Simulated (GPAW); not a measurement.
Runs of GPAW 26.7.0 on Ni. It takes space group Fm-3m (No. 225, cubic). The conventional cell has a = 3.475 Å, b = 3.475 Å, c = 3.475 Å, α = 90.00°, β = 90.00°, γ = 90.00°. Ni (site symmetry m-3m) has 12 Ni at 2.46 Å as nearest neighbours. 

| task | level | U | k mesh | cutoff (eV) | band path | band points | response ecut | frequency | extrapolate | mesh quality | pressure (GPa) | moment (μB) |
| --- | --- | --- | --- | --- | --- | --- | --- | --- | --- | --- | --- | --- |
| band structure | PBEsol+U | Ni d U = 1 eV | 13 × 13 × 13 | 600 | GXWKGLUWLK,UX | 80 | - | - | - | not flagged | (a) | 0.64 |
| band structure | PBEsol+U | Ni d U = 2 eV | 13 × 13 × 13 | 600 | GXWKGLUWLK,UX | 80 | - | - | - | not flagged | -1.6 | 0.67 |
| G0W0 quasiparticle levels | PBEsol | - | 7 × 7 × 7 | 400 | - | - | 150 eV | full | yes | coarse | - | (b) |
| band structure | PBEsol | - | 13 × 13 × 13 | 600 | GXWKGLUWLK,UX | 80 | - | - | - | not flagged | 0.6 | 0.63 |
| band structure | PBEsol+U | Ni d U = 8 eV | 13 × 13 × 13 | 600 | GXWKGLUWLK,UX | 80 | - | - | - | not flagged | 0.4 | 0.92 |
| band structure | PBEsol+U | Ni d U = 4 eV | 13 × 13 × 13 | 600 | GXWKGLUWLK,UX | 80 | - | - | - | not flagged | (c) | 0.85 |
| band structure | PBEsol+U | Ni d U = 6 eV | 13 × 13 × 13 | 600 | GXWKGLUWLK,UX | 80 | - | - | - | not flagged | 0.2 | (d) |
| band structure | PBEsol+U | Ni d U = 3 eV | 13 × 13 × 13 | 600 | GXWKGLUWLK,UX | 80 | - | - | - | not flagged | -0.8 | 0.79 |

Alike in all rows: potentials or basis PAW data sets generated in the run's folder for this functional, pw; spin collinear, ferromagnetic start; cell as given; smearing fermi-dirac 0.05 eV.

Task: Estimate the missing entries.

Result: (a) -0.7; (b) 0.46; (c) -0.4; (d) 0.91.

Caveats: some runs use coarse meshes; the stock nickel data set gives pressures a few GPa off other programs; the U is typed as a test and isn't derived for this compound (some runs); the extrapolation in the response cutoff is poor (some runs); G0W0 is unreliable with partly filled bands (some runs); the long-wavelength limit can be off by several per cent where d states take part (some runs).
